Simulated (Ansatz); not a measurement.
Pressure against volume: Cd

```cif
data_structure
_symmetry_space_group_name_H-M 'P 1'
_symmetry_Int_Tables_number 1
_cell_length_a 4.7235
_cell_length_b 4.7235
_cell_length_c 4.7235
_cell_angle_alpha 60.000
_cell_angle_beta 60.000
_cell_angle_gamma 60.000
_cell_volume 74.52
loop_
_atom_site_label
_atom_site_type_symbol
_atom_site_fract_x
_atom_site_fract_y
_atom_site_fract_z
_atom_site_occupancy
Cd1 Cd 0.00000 0.00000 0.00000 1
Cd2 Cd 0.25000 0.25000 0.25000 1
```

The runs use the primitive cell with vectors (0.000, 3.340, 3.340), (3.340, 0.000, 3.340), (3.340, 3.340, 0.000) Å, to which the k mesh refers.

The structure comes from a relaxation in the same program, started in the diamond type, and has space group Fd-3m. Whether it is a known phase or the ground state wasn't checked.

All numbers are computed: DFT, PBE, all-electron LAPW, scalar-relativistic (Ansatz 0.2.0); DFT, PBE, PAW with Ansatz's default frozen-core files, scalar-relativistic (Ansatz 0.2.0).

For LAPW: a Γ-centred 9×9×9 k mesh, Fermi–Dirac smearing of 0.08 eV, basis error target 0.25 meV/atom, no spin polarisation. PAW takes a cutoff of 420 eV at this cell. The Ansatz runs share mesh, smearing and spin set-up. Plane-wave (PAW) pressures include the program's estimate of the Pulay term.

The cell above is scaled evenly, with fractional coordinates and shape held.

```tsv
V/V(cell)	V (Å³/atom)	P, LAPW (GPa)	P, PAW (GPa)	free energy over the lowest listed, PAW (meV/atom)
0.9500	35.397	0.84	0.83	4.5
0.9750	36.328	?	?	?
1.0000	37.260	0.00	-0.01	0.0
1.0250	38.191	-0.31	-0.31	0.9
1.0500	39.123	-0.57	-0.57	3.5
```

(1) Fill in the row V/V(cell) = 0.9750.

(2) What do Birch–Murnaghan fits to the pressures give?

Results:

(1) P, LAPW (GPa) = 0.38, P, PAW (GPa) = 0.37, free energy over the lowest listed, PAW (meV/atom) = 1.0.

(2) LAPW: V0 = 37.26 Å³/atom, B0 = 14 GPa, B0′ = 6.9; PAW: V0 = 37.24 Å³/atom, B0 = 14 GPa, B0′ = 6.9.
